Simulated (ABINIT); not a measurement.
WC (Qusongite):

```
CELL_PARAMETERS angstrom
2.90650 0.00000 0.00000
-1.45325 2.51710 0.00000
0.00000 0.00000 2.83660
ATOMIC_POSITIONS crystal
W 0.00000 0.00000 0.00000
C 0.66667 0.33333 0.50000
```

Base run:

```yaml
Program: ABINIT 10.8.3 (patched build)
Functional: RPBE
Potentials_or_basis: JTH PAW PBE v2.0
Cutoff: 626 eV
k_mesh: 10 × 10 × 9
Occupations: fermi-dirac, width 0.05 eV
Spin: no spin polarisation
```

Its results: band gap on the k mesh none (metal or under the smearing width); pressure 10.4 GPa.

Task: After a change of settings the same cell gave: band gap on the k mesh none (metal or under the smearing width); pressure 9.2 GPa. Which change was it?
A. functional from RPBE to PBEsol
B. functional from RPBE to revPBE
C. functional from RPBE to LDA
D. functional from RPBE to BLYP

Result: B.

Caveats: the PAW data sets were made with another functional, which shifts forces and pressure a little; spin-orbit coupling is left out, which moves the levels of the heavy elements.
